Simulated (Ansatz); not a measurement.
# BaZrO3: the cost of one run

Program: Ansatz 0.2.0. Level of theory: DFT PBE, scalar-relativistic, plane waves, PAW. These are calculated values, not measurements.

**1. The system as given**

The structure is cubic, space group Pm-3m (No. 221). The conventional cell has a = 4.212 Å, b = 4.212 Å, c = 4.212 Å, α = 90.00°, β = 90.00°, γ = 90.00°. Ba (site symmetry m-3m) is surrounded by 12 O at 2.98 Å. Zr (site symmetry m-3m) is surrounded by 6 O at 2.11 Å. O (site symmetry 4/mmm) has 2 Zr at 2.11 Å and 4 Ba at 2.98 Å in its first shell of neighbours.

Structure file:

```
CELL_PARAMETERS angstrom
4.21239 0.00000 0.00000
0.00000 4.21239 0.00000
0.00000 0.00000 4.21239
ATOMIC_POSITIONS crystal
Ba 0.00000 0.00000 0.00000
Zr 0.50000 0.50000 0.50000
O 0.50000 0.00000 0.50000
O 0.50000 0.50000 0.00000
O 0.00000 0.50000 0.50000
```

(A quick probe on a coarse mesh, which set the mesh and smearing, is not shown.)

**3. Relaxing cell and atoms**

Input file input.yaml:

```yaml
crystal:
  lattice:
    - [4.21238715, 0.0, 0.0]
    - [0.0, 4.21238715, 0.0]
    - [0.0, 0.0, 4.21238715]
  atoms:
    - { symbol: Ba, position: [0.0, 0.0, 0.0] }
    - { symbol: Zr, position: [0.5, 0.5, 0.5] }
    - { symbol: O, position: [0.5, 0.0, 0.5] }
    - { symbol: O, position: [0.5, 0.5, 0.0] }
    - { symbol: O, position: [0.0, 0.5, 0.5] }
basis:
  ecutwfc: 420
kpoints:
  mp_grid: { grid: [6, 6, 6] }
hamiltonian:
  xc: pbe
scf:
  occupations: { method: gaussian, width: 0.02 }
output:
  forces: true
  stress: true
  eigenvalues: true
  write_density: true
  write_potential: true
  elf: true
  volumetric_format: npy
relax:
  adjacent_minimum: "off"
  f_tol: 0.01
  max_steps: 80
  cell: { stress_tol: 0.05 }
```

Run with:

```bash
> ansatz run input.yaml --threads 1 --pin off --max-ram 2560MiB --backend cpu --events-out ev --progress --plain --runs-dir out
```

What time and memory should one allow on 1 thread of Arm Neoverse V2, shared host?

About 10 s, with a peak of 0.37 GiB.
